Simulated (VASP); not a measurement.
# Pt (I4/mmm) in VASP: notebook, part 2 of 2

VASP 6.6.1. Earlier steps stand in the parts before.

## Step 3: Single point, PBE (strain -0.050 along x and y, +0.025 along z, atoms carried along)

Contents of INCAR:

```
SYSTEM = Pt
PREC = Accurate
ENCUT = 520
EDIFF = 1E-6
ISMEAR = 0
SIGMA = 0.15
LREAL = .False.
LASPH = .True.
NELM = 100
ALGO = Fast
ISIF = 2
LWAVE = .False.
LCHARG = .True.
GGA = PE
LELF = .True.
LVHAR = .True.
NBANDS = 11
```

Contents of KPOINTS:

```
regular mesh
0
Gamma
  26 26 26
  0 0 0
```

Contents of POSCAR:

```
Pt
1.0
    0.0000000000      1.8858023013      2.0346814304
    1.8858023013      0.0000000000      2.0346814304
    1.8858023013      1.8858023013      0.0000000000
Pt
1
Direct
    0.0000000000      0.0000000000      0.0000000000
```

Potentials or basis: VASP PAW PBE potentials, release 64 (Pt).

The run is started by

```
cat potpaw_PBE.64/Pt/POTCAR > POTCAR
mpirun -np 1 vasp_std > vasp.out
```

OUTCAR:

```text
SYSTEM = Pt
   PREC = Accurate
   ENCUT = 520
   EDIFF = 1E-6
   ISMEAR = 0
   LREAL = .False.
   LASPH = .True.
   NELM = 100
   ISIF = 2
   GGA = PE

 ion  position               nearest neighbor table
   1  0.000  0.000  0.000-

  LATTYP: Found a body centered tetragonal cell.
 ALAT       =     2.6669271905
 C/A-ratio  =     1.5258620015

  Lattice vectors:

 A1 = (  -1.8858023013,   0.0000000000,   2.0346814304)
 A2 = (   1.8858023013,   0.0000000000,   2.0346814304)
 A3 = (   0.0000000000,   1.8858023013,  -2.0346814304)

Analysis of symmetry for initial positions (statically):
=====================================================================
 Subroutine PRICEL returns:
 Original cell was already a primitive cell.

 Routine SETGRP: Setting up the symmetry group for a
 body centered tetragonal supercell.

 Subroutine GETGRP returns: Found 16 space group operations
 (whereof 16 operations were pure point group operations)
 out of a pool of 16 trial point group operations.

The static configuration has the point symmetry D_4h.

Analysis of symmetry for dynamics (positions and initial velocities):
=====================================================================
 Subroutine PRICEL returns:
 Original cell was already a primitive cell.

 Routine SETGRP: Setting up the symmetry group for a
 body centered tetragonal supercell.

 Subroutine GETGRP returns: Found 16 space group operations
 (whereof 16 operations were pure point group operations)
 out of a pool of 16 trial point group operations.

The dynamic configuration has the point symmetry D_4h.

 Subroutine INISYM returns: Found 16 space group operations
 (whereof 16 operations are pure point group operations),
 and found     1 'primitive' translations

----------------------------------------------------------------------------------------

                                     Primitive cell

  volume of cell :      14.4717

  direct lattice vectors                    reciprocal lattice vectors
     0.000000000  1.885802301  2.034681430    -0.265139140  0.265139140  0.245738715
     1.885802301  0.000000000  2.034681430     0.265139140 -0.265139140  0.245738715
     1.885802301  1.885802301  0.000000000     0.265139140  0.265139140 -0.245738715

  length of vectors
     2.774198775  2.774198775  2.666927190     0.448313554  0.448313554  0.448313554

  position of ions in fractional coordinates (direct lattice)
     0.000000000  0.000000000  0.000000000

  ion indices of the primitive-cell ions
   primitive index   ion index
                 1           1

----------------------------------------------------------------------------------------

 KPOINTS: regular mesh

Automatic generation of k-mesh.
 Grid dimensions read from file:
 generate k-points for:   26   26   26

 Generating k-lattice:

  Cartesian coordinates                     Fractional coordinates (reciprocal lattice)
    -0.010197659  0.010197659  0.009451489     0.038461538 -0.000000000  0.000000000
     0.010197659 -0.010197659  0.009451489    -0.000000000  0.038461538  0.000000000
     0.010197659  0.010197659 -0.009451489     0.000000000  0.000000000  0.038461538

  Length of vectors
     0.017242829  0.017242829  0.017242829

  Shift w.r.t. Gamma in fractional coordinates (k-lattice)
     0.000000000  0.000000000  0.000000000

 Subroutine IBZKPT returns following result:
 ===========================================

 Found   1330 irreducible k-points:

 Following reciprocal coordinates:
            Coordinates               Weight
  0.000000  0.000000  0.000000      1.000000
  0.038462  0.000000  0.000000      8.000000
  0.076923  0.000000  0.000000      8.000000
  0.115385  0.000000  0.000000      8.000000
  0.153846  0.000000  0.000000      8.000000
  0.192308  0.000000  0.000000      8.000000
[... 16 lines left out ...]
  0.346154  0.038462  0.000000      8.000000
  0.384615  0.038462  0.000000      8.000000
 [... further k-points ...]
   k-points           NKPTS =   1330   k-points in BZ     NKDIM =   1330   number of bands    NBANDS=     11
   number of dos      NEDOS =    301   number of ions     NIONS =      1
   total plane-waves  NPLWV =  11520
   dimension x,y,z NGX =    24 NGY =   24 NGZ =   20
   dimension x,y,z NGXF=    48 NGYF=   48 NGZF=   40
   ions per type =               1
   NGX,Y,Z   is equivalent  to a cutoff of  14.38, 14.38, 12.47 a.u.
   NGXF,Y,Z  is equivalent  to a cutoff of  28.76, 28.76, 24.93 a.u.
 SYSTEM =  Pt
   PREC   = accura    normal or accurate (medium, high low for compatibility)
   ISTART =      0    job   : 0-new  1-cont  2-samecut
   ICHARG =      2    charge: 1-file 2-atom 10-const
   ISPIN  =      1    spin polarized calculation?
   LNONCOLLINEAR =      F non collinear calculations
   LSORBIT =      F    spin-orbit coupling
   LASPH  =      T    aspherical Exc in radial PAW
   ENCUT  =  520.0 eV  38.22 Ry    6.18 a.u.   5.16  5.16  4.96*2*pi/ulx,y,z
   NELM   =    100;   NELMIN=  2; NELMDL= -5     # of ELM steps
   EDIFF  = 0.1E-05   stopping-criterion for ELM
   LREAL  =      F    real-space projection
   EDIFFG = 0.1E-04   stopping-criterion for IOM
   NSW    =      0    number of steps for IOM
   IBRION =     -1    ionic relax: 0-MD 1-quasi-New 2-CG
   NFREE  =      0    steps in history (QN), initial steepest desc. (CG)
   ISIF   =      2    stress and relaxation
   ISYM   =      2    0-nonsym 1-usesym 2-fastsym
   POTIM  = 0.5000    time-step for ionic-motion
   TEBEG  =    0.0;   TEEND  =   0.0 temperature during run
   PSTRESS=    0.0 pullay stress
   NELECT =      10.0000    total number of electrons
   NUPDOWN=      -1.0000    fix difference up-down
   EMIN   =  10.00;   EMAX   =-10.00  energy-range for DOS
   EFERMI =   0.00;   METHOD = LEGACY
   ISMEAR =     0;   SIGMA  =   0.15  broadening in eV -4-tet -1-fermi 0-gaus
   EFERMI_NEDOS =   21; number of points for ismear=-14 and -15
   IALGO  =     68    algorithm
   IMIX   =      4    mixing-type and parameters
     AMIX     =   0.40;   BMIX     =  1.00
     AMIX_MAG =   1.60;   BMIX_MAG =  1.00
  volume/ion in A,a.u.               =      14.47        97.66
  Fermi-wavevector in a.u.,A,eV,Ry     =   1.447333  2.735064 28.501130  2.094774
  Thomas-Fermi vector in A             =   2.565300
   LORBIT       =      0    0 simple, 1 ext, 2 COOP (PROOUT), +10 PAW based schemes
   GGA     = PE    functional components
   LHFCALC =     F    Hartree Fock is set to
   AEXX    =    0.0000 exact exchange contribution
   IVDW    =     0    specifies the selected vdW correction
   LEPSILON=     F    determine dielectric tensor
   LRPA    =     F    only Hartree local field effects (RPA)
 non-spin polarized calculation
 RMM-DIIS sequential band-by-band and
 Gauss-broadening in eV      SIGMA  =   0.15
  energy-cutoff  :      520.00
  volume of cell :       14.47
 maximum number of plane-waves:       401
 NGX is ok and might be reduce to    24
   NGX = 11   NGY = 11   NGZ =  9

 number of electron      10.0000000 magnetization

 Free energy of the ion-electron system (eV)
  ---------------------------------------------------
  ext. energy  EPLUGINS =         0.00000000
  ---------------------------------------------------
  free energy    TOTEN  =        -6.00580783 eV

  energy without entropy =       -5.98614256  energy(sigma->0) =       -5.99597519

 E-fermi :  12.0544     XC(G=0): -13.7374

 val. band max:       12.0542782637   @ k =   0.4615   0.0385   0.1154
 cond. band min:      12.0554110144   @ k =  -0.3846   0.3846   0.0000
 fundamental gap:      0.0011327507
 Fermi energy:        12.0544426478

 k-point     1 :       0.0000    0.0000    0.0000
  band No.  band energies     occupation
      1       1.3903      2.00000
      2       7.4041      2.00000
      3       8.3921      2.00000
      4       8.3921      2.00000
      5       9.7172      2.00000
      6      10.8871      2.00000
      7      26.6882      0.00000
      8      30.4652      0.00000
      9      32.4980      0.00000
     10      32.4980      0.00000
     11      37.4296      0.00000
[... 309 lines left out ...]
 k-point    24 :       0.3846    0.0385    0.0000
  band No.  band energies     occupation
      1       4.3217      2.00000
      2       7.6186      2.00000
      3       8.6724      2.00000
      4       9.1755      2.00000
      5      11.5614      2.00000
      6      11.5806      1.99999
      7      21.4165      0.00000
      8      26.8999      0.00000
      9      32.8004      0.00000
     10      33.0132      0.00000
     11      38.3057      0.00000

 [... further k-points ...]
[... 5 lines left out ...]
  --------------------------------------------------------------------------------------
  -------------------------------------------------------------------------------------
  Total        2.5374928      2.5374928      1.4881056      0.0000000      0.0000000     -0.0000000
  in kB      280.9290608    280.9290608    164.7500695      0.0000000      0.0000000     -0.0000000
  external PRESSURE =     242.2027303 kB  Pullay stress =       0.0000000 kB

 VOLUME and BASIS-vectors are now :
 -----------------------------------------------------------------------------
  energy-cutoff  :      520.00
  volume of cell :       14.47
      direct lattice vectors                 reciprocal lattice vectors
     0.000000000  1.885802301  2.034681430    -0.265139140  0.265139140  0.245738715
     1.885802301  0.000000000  2.034681430     0.265139140 -0.265139140  0.245738715
     1.885802301  1.885802301  0.000000000     0.265139140  0.265139140 -0.245738715

 POSITION                                       TOTAL-FORCE (eV/Angst)
 -----------------------------------------------------------------------------------
      0.00000      0.00000      0.00000        -0.000000      0.000000      0.000000
 -----------------------------------------------------------------------------------
    total drift:                                0.000000      0.000000     -0.000000

  FREE ENERGIE OF THE ION-ELECTRON SYSTEM (eV)
  ---------------------------------------------------
  free  energy   TOTEN  =        -6.0058078322 eV

  energy  without entropy=       -5.9861425559  energy(sigma->0) =       -5.99597519
```

OSZICAR:

```text
N       E                     dE             d eps       ncg     rms          rms(c)
DAV:   1     0.404890626071E+02    0.40489E+02   -0.54084E+03 29759   0.850E+02
DAV:   2    -0.576486890153E+01   -0.46254E+02   -0.44521E+02 33464   0.180E+02
DAV:   3    -0.636906159500E+01   -0.60419E+00   -0.60069E+00 34243   0.195E+01
DAV:   4    -0.637136448721E+01   -0.23029E-02   -0.23027E-02 33872   0.142E+00
DAV:   5    -0.637138202375E+01   -0.17537E-04   -0.17536E-04 34368   0.114E-01    0.146E+01
RMM:   6    -0.605341581199E+01    0.31797E+00   -0.28924E-01 29439   0.466E+00    0.782E+00
RMM:   7    -0.600951234732E+01    0.43903E-01   -0.76133E-02 31056   0.255E+00    0.252E+00
RMM:   8    -0.600602889707E+01    0.34835E-02   -0.92592E-03 31174   0.859E-01    0.563E-01
RMM:   9    -0.600579104093E+01    0.23786E-03   -0.82449E-04 34202   0.251E-01    0.598E-02
RMM:  10    -0.600580575171E+01   -0.14711E-04   -0.13020E-04 35185   0.871E-02    0.608E-02
RMM:  11    -0.600580754096E+01   -0.17893E-05   -0.20532E-05 34865   0.307E-02    0.765E-03
RMM:  12    -0.600580783223E+01   -0.29127E-06   -0.57804E-06 30072   0.183E-02
   1 F= -.60058078E+01 E0= -.59959752E+01  d E =-.196653E-01
```

Run time: 2.5 min. Hardware: 1 thread of Intel Xeon Platinum 8375C at 2.90GHz (Ice Lake), shared host; peak memory 0.32 GiB.

What came out:

| Property | Result |
| --- | --- |
| Free energy | -6.0058 eV |
| Pressure | 24.2 GPa |
| Band gap on the k mesh | none (metal or under the smearing width) |

Caveat: so large a pressure means that the cell lies far from this level's equilibrium, or that cutoff or potentials fall short.
